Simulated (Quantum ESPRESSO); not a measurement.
Crystal: Sn.

```
Sn
1.0
     0.00000    3.23334    3.23334
     3.23334    0.00000    3.23334
     3.23334    3.23334    0.00000
Sn
2
Direct
  0.75000 0.75000 0.75000
  0.50000 0.50000 0.50000
```

This isn't the form of Sn at room conditions, which is tetragonal (white tin).

* Program: Quantum ESPRESSO 7.5
* Task: phonons
* Functional: WC
* Potentials or basis: PseudoDojo 0.4.1 SR PBE standard
* Cutoff: 980 eV
* Density cutoff: 3918 eV
* k mesh: 7 × 7 × 7
* Occupations: methfessel-paxton, width 0.136 eV
* Spin: no spin polarisation
* Mixing beta: 0.5
* Most SCF iterations: 120
* SCF threshold: 4e-10 Ry

The cell and the atoms were relaxed first, to 35.09 Å³/atom (a = 4.630 Å, b = 4.630 Å, c = 4.630 Å, α = 60.00°, β = 60.00°, γ = 60.00°), and the response was taken there.

Problem. Which optical modes does the crystal have at the zone centre, and which show in infrared and Raman spectra?

Solution. The optical modes are T2g. None is infrared active. Raman active: T2g.

Optical modes at Γ, degenerate ones joined:
| cm⁻¹ | components | symmetry | active in |
| --- | --- | --- | --- |
| 177 | 3 | T2g | Raman |

Caveat: the potentials were made for another functional, which shifts forces and pressure.
